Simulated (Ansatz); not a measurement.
Crystal: MgO.

```xyz
2
Lattice="0.0000 2.0970 2.0970 2.0970 0.0000 2.0970 2.0970 2.0970 0.0000" Properties=species:S:1:pos:R:3 pbc="T T T"
Mg    0.0000    0.0000    0.0000
O     2.0970    2.0970    2.0970
```

The cell is a database's computed one.

```yaml
Program: Ansatz 0.2.0
Task: relaxation of cell and atoms
Functional: RPBE
Dispersion: D3(BJ)
Potentials_or_basis: all-electron LAPW, scalar-relativistic
Basis_error_allowed: 0.001 eV/atom
k_mesh: 11 × 11 × 11
Occupations: fermi-dirac, width 0.05 eV
Spin: no spin polarisation
```

At the start: volume 9.22 Å³/atom.

Where does the relaxation end?

Over 6 steps the energy falls by 37.2 meV/atom and the volume is 8.47 Å³/atom (-8.2 %); space group Fm-3m (No. 225, to 0.05 Å).

The path:
```
step  energy change (eV)  largest force (eV/Å)  volume (Å³)
   1              0.0000                0.0000        18.44
   2             -0.0502                0.0000        17.77
   3             -0.0738                0.0000        16.82
   4             -0.0744                0.0000        16.94
   5             -0.0744                0.0000        16.93
   6             -0.0744                0.0000        16.93
```

Final structure:
```xyz
2
Lattice="0.0000 2.0382 2.0382 2.0382 0.0000 2.0382 2.0382 2.0382 0.0000" Properties=species:S:1:pos:R:3 pbc="T T T"
Mg    0.0000    0.0000    0.0000
O     2.0382    2.0382    2.0382
```
